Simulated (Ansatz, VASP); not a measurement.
## Two plane-wave programs on Cd

```
CELL_PARAMETERS angstrom
2.95719 -1.44241 0.00000
2.95719 1.44241 0.00000
0.00000 0.00000 11.23122
ATOMIC_POSITIONS crystal
Cd 0.74993 0.25007 0.12499
Cd 0.75007 0.24993 0.62499
Cd 0.25007 0.74993 0.87501
Cd 0.24993 0.75007 0.37501
```

Alike in both runs: functional PBE; k mesh 6 × 6 × 2; occupations gaussian, width 0.1 eV; no spin polarisation.

Ansatz relaxed the structure, and its values are those at the end. VASP's run is a single point on that final structure, the one shown.

```csv
,VASP,Ansatz
version,VASP 6.6.1,Ansatz 0.2.0
potentials or method,"VASP PAW PBE potentials, release 64 (Cd)","scalar-relativistic, plane waves, PAW"
plane-wave cutoff (eV),520,420
valence electrons in the cell,48,80
```

Ansatz gave:

```
gap on the k mesh at the Fermi level (eV) : none
pressure (GPa)                            : 0.0
```

Q: Which values does VASP return?

A: gap on the k mesh at the Fermi level (eV): none; pressure (GPa): 0.3.

A gap of «none» marks a metal or a gap that the smearing closes. The functional is the same, so the differences come from potentials, cutoffs and numerics. The two sets of potentials don't hold the same shells in valence.

Caveats: the k mesh is coarse (spacing up to 0.40 Å⁻¹), so the values aren't converged.
